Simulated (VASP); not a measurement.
Crystal: MoS2.

```
CELL_PARAMETERS angstrom
3.16900 0.00000 0.00000
-1.58450 2.74443 0.00000
0.00000 0.00000 12.32400
ATOMIC_POSITIONS crystal
Mo 0.66667 0.33333 0.75000
Mo 0.33333 0.66667 0.25000
S 0.66667 0.33333 0.37700
S 0.33333 0.66667 0.87700
S 0.66667 0.33333 0.12300
S 0.33333 0.66667 0.62300
```

```yaml
Program: VASP 6.6.1
Task: relaxation of cell and atoms
Functional: LDA
Potentials_or_basis: VASP PAW LDA potentials, release 64 (Mo_sv, S)
Cutoff: 600 eV
k_mesh: 10 × 10 × 3
Occupations: fermi-dirac, width 0.05 eV
Spin: no spin polarisation
```

At the start: pressure -5.5 GPa; volume 17.86 Å³/atom.

Where does the relaxation end?

Over 13 steps the energy falls by 12.1 meV/atom and the volume is 17.00 Å³/atom (-4.9 %); space group P6_3/mmc (No. 194, to 0.05 Å).

The path:
```tsv
step	energy change (eV)	largest force (eV/Å)	pressure (GPa)	volume (Å³)
1	0.0000	0.4652	-5.54	107.18
2	0.2139	1.6292	12.97	97.88
3	-0.0641	0.1483	-0.35	104.03
4	-0.0642	0.1605	-0.24	103.97
5	-0.0691	0.0353	-0.09	103.40
6	-0.0691	0.0364	-0.06	103.40
7	-0.0691	0.0385	-0.06	103.41
8	-0.0696	0.0337	-0.10	103.31
9	-0.0709	0.0206	-0.11	102.98
10	-0.0722	0.0063	-0.17	102.32
11	-0.0723	0.0161	-0.17	102.09
12	-0.0691	0.1386	1.32	101.12
13	-0.0723	0.0021	0.00	101.98
```

Final structure:
```
CELL_PARAMETERS angstrom
3.12395 0.00000 0.00000
-1.56197 2.70542 0.00000
0.00000 0.00000 12.06661
ATOMIC_POSITIONS crystal
Mo 0.66667 0.33333 0.75000
Mo 0.33333 0.66667 0.25000
S 0.66667 0.33333 0.37880
S 0.33333 0.66667 0.87880
S 0.66667 0.33333 0.12120
S 0.33333 0.66667 0.62120
```
